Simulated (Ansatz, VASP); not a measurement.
# One calculation of Eu, two programs

Contents of POSCAR:

```
Eu
1.0
    0.0000000000      2.7516047892      2.7516047892
    2.7516047892      0.0000000000      2.7516047892
    2.7516047892      2.7516047892      0.0000000000
Eu
1
Direct
    0.0000000000      0.0000000000      0.0000000000
```

Contents of INCAR.step1:

```
PREC = Accurate
ENCUT = 520
ISMEAR = -1
SIGMA = 0.1
LREAL = False
LASPH = True
NELM = 150
ISPIN = 2
MAGMOM = 4.9
LMAXMIX = 6
NBANDS = 18
GGA = PE
ALGO = Normal
EDIFF = 1E-4
LWAVE = True
LCHARG = False
```

The input INCAR.step2:

```
PREC = Accurate
ENCUT = 520
EDIFF = 1E-6
ISMEAR = -1
SIGMA = 0.1
LREAL = False
LASPH = True
NELM = 150
ALGO = Normal
ISIF = 2
LWAVE = False
LCHARG = True
ISPIN = 2
MAGMOM = 4.9
LORBIT = 11
LMAXMIX = 6
METAGGA = R2SCAN
LMIXTAU = True
LELF = True
LVHAR = True
NBANDS = 18
ISTART = 1
```

KPOINTS

```
regular mesh
0
Gamma
  7 7 7
```

Input for Ansatz:

```yaml
crystal:
  lattice:
    - [0.0, 2.7516047892161843, 2.7516047892161843]
    - [2.7516047892161843, 0.0, 2.7516047892161843]
    - [2.7516047892161843, 2.7516047892161843, 0.0]
  atoms:
    - { symbol: Eu, position: [0.0, 0.0, 0.0], spin: 4.9 }
basis:
  ecutwfc: 600.0
kpoints:
  mp_grid:
    grid: [7, 7, 7]
hamiltonian:
  xc: r2scan
magnetization:
  spin_polarized: true
scf:
  occupations:
    method: fermi_dirac
    width: 0.1
output:
  stress: true
```

This isn't the form of Eu at room conditions, which is bcc.

Alike in both runs: task single point; functional r2SCAN; k mesh 7 × 7 × 7; occupations fermi-dirac, width 0.1 eV; collinear spin.

|  | VASP | Ansatz |
| --- | --- | --- |
| version | VASP 6.6.1 | Ansatz 0.2.0 |
| potentials or method | VASP PAW PBE potentials, release 64 (Eu) | plane waves, PAW |
| plane-wave cutoff (eV) | 520 | 600 |
| valence electrons in the cell | 17 | 17 |

Ansatz gave:

```
pressure (GPa)                                                : 0.2
net moment per atom (μB)                                      : 7.83
size of the moment on the site where the two differ most (μB) : 7.36
```

Question: Estimate VASP's values.

Answer: Pressure (GPa): -0.1; net moment per atom (μB): 7.82; size of the moment on the site where the two differ most (μB): 6.72.

Site moments also hang on the region over which each program counts them. Ansatz warned: «given_moment_on_shells».

Caveats: the PAW data sets were made with another functional, which shifts forces and pressure a little (VASP). The state reached can hang on the start; a lower one may exist.
